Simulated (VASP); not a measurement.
Write the native input for VASP 6.6.1 that does the following.

* Task: band structure
* Functional: PBE
* Potentials or basis: VASP PAW PBE potentials, release 64 (Si, C)
* Cutoff: 520 eV
* k mesh: 8 × 6 × 8
* Occupations: gaussian, width 0.02 eV
* Spin: non-collinear spin, zero start, spin-orbit coupling
* Starting moments: [[0.0, 0.0, 0.0], [0.0, 0.0, 0.0], [0.0, 0.0, 0.0], [0.0, 0.0, 0.0]] μB
* Further INCAR settings: ALGO = Fast; EDIFF = 1e-07

The structure of SiC lies in POSCAR:

```
SiC                                     
1.0
    3.0787381452      0.0000000000      0.0000000000
    0.0000000000      4.3539932400      0.0000000000
    0.0000000000      0.0000000000      3.1360670110
  Si              C             
     2     2
Direct
     1.0000000000000000    0.0000000000000000    1.0000000000000000
     0.5000000000000000    0.5000000000000000    0.5000000000000000
     1.0000000000000000    0.2500000000000000    0.5000000000000000
     0.5000000000000000    0.7500000000000000    0.0000000000000000
```

The cell was built by a generator and isn't the measured one.

One way to write it, as run:

INCAR

```
  PREC = Accurate
  ENCUT = 520
  EDIFF = 1E-7
  ISMEAR = 0
  SIGMA = 0.02
  LREAL = F
  LASPH = T
  NELM = 80
  ALGO = Fast
  ISIF = 2
  LWAVE = F
  LCHARG = F
  MAGMOM = 0 0 0 0 0 0 0 0 0 0 0 0
  LORBIT = 11
  LSORBIT = T
  GGA_COMPAT = F
  GGA = PE
  KPAR = 4
```

KPOINTS

```
regular mesh
0
Gamma
  8 6 8
```

KPOINTS_OPT

```
path GXMGZRAZ,XR,MA
10
line-mode
reciprocal
 0.0000000000  0.0000000000  0.0000000000  G
 0.0000000000  0.0000000000 -0.5000000000  X

 0.0000000000  0.0000000000 -0.5000000000  X
-0.5000000000  0.0000000000 -0.5000000000  M

-0.5000000000  0.0000000000 -0.5000000000  M
 0.0000000000  0.0000000000  0.0000000000  G

 0.0000000000  0.0000000000  0.0000000000  G
 0.0000000000 -0.5000000000  0.0000000000  Z

 0.0000000000 -0.5000000000  0.0000000000  Z
 0.0000000000 -0.5000000000 -0.5000000000  R

 0.0000000000 -0.5000000000 -0.5000000000  R
-0.5000000000 -0.5000000000 -0.5000000000  A

-0.5000000000 -0.5000000000 -0.5000000000  A
 0.0000000000 -0.5000000000  0.0000000000  Z

 0.0000000000  0.0000000000 -0.5000000000  X
 0.0000000000 -0.5000000000 -0.5000000000  R

-0.5000000000  0.0000000000 -0.5000000000  M
-0.5000000000 -0.5000000000 -0.5000000000  A
```

Potentials or basis: VASP PAW PBE potentials, release 64 (Si, C).

The run is started by

```console
$ cat potpaw_PBE.64/Si/POTCAR potpaw_PBE.64/C/POTCAR > POTCAR
$ mpirun -np 4 vasp_ncl > vasp.out
```

It gave:

```json
{
 "Pressure": "-0.1 GPa",
 "Largest force": "0.139 eV/Å",
 "Net moment": "0.00 μB per cell",
 "Valence electrons inside the program's atomic spheres": "Si 1.67; C 2.53"
}
```

Wall time 64 s on 4 MPI ranks on AMD EPYC 9R45 96-Core Processor (Zen 5), with other jobs on the host, peak memory 0.48 GiB a rank.
